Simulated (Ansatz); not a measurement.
Rb:

```
Rb
1.0
    -2.80250    2.80250    2.80250
     2.80250   -2.80250    2.80250
     2.80250    2.80250   -2.80250
Rb
1
Direct
  0.00000 0.00000 0.00000
```

Base run:

* Program: Ansatz 0.2.0
* Functional: RPBE
* Potentials or basis: all-electron LAPW, scalar-relativistic
* Cutoff: 52 eV (chosen from the basis error)
* Basis error allowed: 0.001 eV/atom
* k mesh: 7 × 7 × 7
* Occupations: fermi-dirac, width 0.05 eV
* Spin: no spin polarisation

Its results: pressure 0.4 GPa.

Question: The run is repeated on the same cell with these changes: functional from RPBE to LDA. What comes out?

Answer: Pressure -0.4 GPa.

LDA binds more tightly than RPBE, so the same cell stands under less pressure.
